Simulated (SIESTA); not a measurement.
# PbS (Galena) under changes of volume

One of the cells (26.086 Å³/atom); the others are scaled copies at fixed shape and fractional positions:

```
Pb S
1.0
     0.00000    2.96575    2.96575
     2.96575    0.00000    2.96575
     2.96575    2.96575    0.00000
Pb S
1 1
Direct
  0.00000 0.00000 0.00000
  0.50000 0.50000 0.50000
```

* Program: SIESTA 5.4.2
* Functional: PBE
* Potentials or basis: PseudoDojo 0.4 standard (PBE files)
* Basis: DZ (energy shift 0.003 Ry; two zetas on semicore shells)
* Grid cutoff: 500 Ry
* Energy shift: 0.003 Ry
* k mesh: 8 × 8 × 8
* Occupations: fermi-dirac, width 0.05 eV
* Spin: no spin polarisation

```csv
volume (Å³/atom),energy over the lowest point (meV/atom),pressure (GPa),gap on the mesh (eV)
24.521,95.81,10.0,0.40
25.042,66.69,8.0,0.47
25.564,?,?,?
26.086,25.74,4.7,0.61
26.607,12.87,3.3,0.67
27.129,4.45,1.9,0.72
27.651,0.00,0.8,0.77
```

Task: What does the run at 25.564 Å³/atom give?

Result: Energy over the lowest point 43.51 meV/atom; pressure 6.3 GPa; gap on the mesh 0.54 eV.

Worked out: A Birch-Murnaghan fit of order 3 (a polynomial in V^(-2/3)) to the other rows has its minimum at 28.03 Å³/atom, just outside them, with B0 = V·E''(V) = 56 GPa and B' = 4.3. It gives 43.50 meV/atom at 25.564 Å³/atom, against the run's 43.51, and -dE/dV = 6.3 GPa, against 6.3. A parabola through the other rows of the gap, of slope 3.3 eV per unit of ln V (its deformation potential) there, gives 0.54 eV, against the run's 0.54.

Energies are extrapolated to zero smearing.

Caveats: the basis has no polarisation orbitals; spin-orbit coupling is left out, which as a rule narrows the gap of such compounds by several tenths of an eV; the basis of atomic orbitals isn't converged, which shifts pressures, moduli and gaps.

A mesh can miss the band edges.
